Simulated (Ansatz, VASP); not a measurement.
# Mo: VASP beside Ansatz

File INCAR:

```
SYSTEM = Mo
  PREC = Accurate
  ENCUT = 520
  EDIFF = 1E-7
  ISMEAR = 0
  SIGMA = 0.15
  LREAL = .FALSE.
  LASPH = .TRUE.
  NELM = 80
  ALGO = Fast
  ISIF = 2
  LWAVE = .FALSE.
  LCHARG = .FALSE.
  GGA = PE
  NBANDS = 13
```

File KPOINTS:

```
regular mesh
0
G
  22 22 22
  0 0 0
```

POSCAR

```
Mo
1.0
    0.0000000000      1.9738087492      2.3034348103
    1.9738087492      0.0000000000      2.3034348103
    1.9738087492      1.9738087492      0.0000000000
Mo
1
Direct
    0.0000000000      0.0000000000      0.0000000000
```

Input for Ansatz:

```yaml
crystal:
  lattice:
    - [0.0, 1.9738087492, 2.3034348103]
    - [1.9738087492, 0.0, 2.3034348103]
    - [1.9738087492, 1.9738087492, 0.0]
  atoms:
    - { symbol: Mo, position: [0.0, 0.0, 0.0] }
basis:
  ecutwfc: 420
kpoints:
  mp_grid: { grid: [22, 22, 22] }
hamiltonian:
  xc: pbe
scf:
  occupations: { method: gaussian, width: 0.15 }
output:
  forces: true
  stress: true
  eigenvalues: true
  write_density: true
  write_potential: true
  elf: true
  volumetric_format: npy
```

Alike in both runs: task single point; functional PBE; k mesh 22 × 22 × 22; occupations gaussian, width 0.15 eV; no spin polarisation.

|  | VASP | Ansatz |
| --- | --- | --- |
| version | VASP 6.6.1 | Ansatz 0.2.0 |
| potentials or method | VASP PAW PBE potentials, release 64 (Mo_sv) | scalar-relativistic, plane waves, PAW |
| plane-wave cutoff (eV) | 520 | 420 |
| valence electrons in the cell | 14 | 14 |

Ansatz gave:

| Item | Value |
| --- | --- |
| gap on the k mesh at the Fermi level (eV) | none |
| pressure (GPa) | -21.2 |
| largest component of the traceless stress (GPa) | 4.62 |

Question: Which values does VASP return?

Answer: gap on the k mesh at the Fermi level (eV): none; pressure (GPa): -20.9; largest component of the traceless stress (GPa): 4.58.

A gap of «none» marks a metal or a gap that the smearing closes. With one functional, cell and mesh, what is left measures potentials, basis and numerics.

Caveats: so large a pressure means that the cell lies far from this level's equilibrium, or that cutoff or potentials fall short (VASP).
